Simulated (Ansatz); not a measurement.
Sn under changes of volume

One of the cells (33.803 Å³/atom); the others are scaled copies at fixed shape and fractional positions:

```
Sn
1.0
     0.00000    3.23334    3.23334
     3.23334    0.00000    3.23334
     3.23334    3.23334    0.00000
Sn
2
Direct
  0.75000 0.75000 0.75000
  0.50000 0.50000 0.50000
```

This isn't the form of Sn at room conditions, which is tetragonal (white tin).

* Program: Ansatz 0.2.0
* Functional: LDA
* Potentials or basis: Ansatz PAW
* Cutoff: 420 eV (not typed: the program's choice for these potentials)
* k mesh: 7 × 7 × 7
* Occupations: fermi-dirac, width 0.05 eV
* Spin: no spin polarisation

| volume (Å³/atom) | energy over the lowest point (meV/atom) | pressure (GPa) |
| --- | --- | --- |
| 31.775 | ? | ? |
| 32.451 | 9.55 | 2.2 |
| 33.127 | 2.58 | 1.1 |
| 33.803 | 0.00 | 0.2 |
| 34.479 | 1.29 | -0.7 |
| 35.155 | 5.98 | -1.4 |
| 35.831 | 13.62 | -2.1 |

Problem. What does the run at 31.775 Å³/atom give?

Solution. Energy over the lowest point 21.44 meV/atom; pressure 3.5 GPa.

Worked out: A Birch-Murnaghan fit of order 3 (a polynomial in V^(-2/3)) to the other rows has its minimum at 33.90 Å³/atom with B0 = V·E''(V) = 45 GPa and B' = 5.6. It gives 21.55 meV/atom at 31.775 Å³/atom, against the run's 21.44, and -dE/dV = 3.5 GPa, against 3.5.

Energies are extrapolated to zero smearing.

Caveats: the PAW data sets come from PBE, with cores solved anew for the run's functional, which leaves a small shift of forces and pressure.
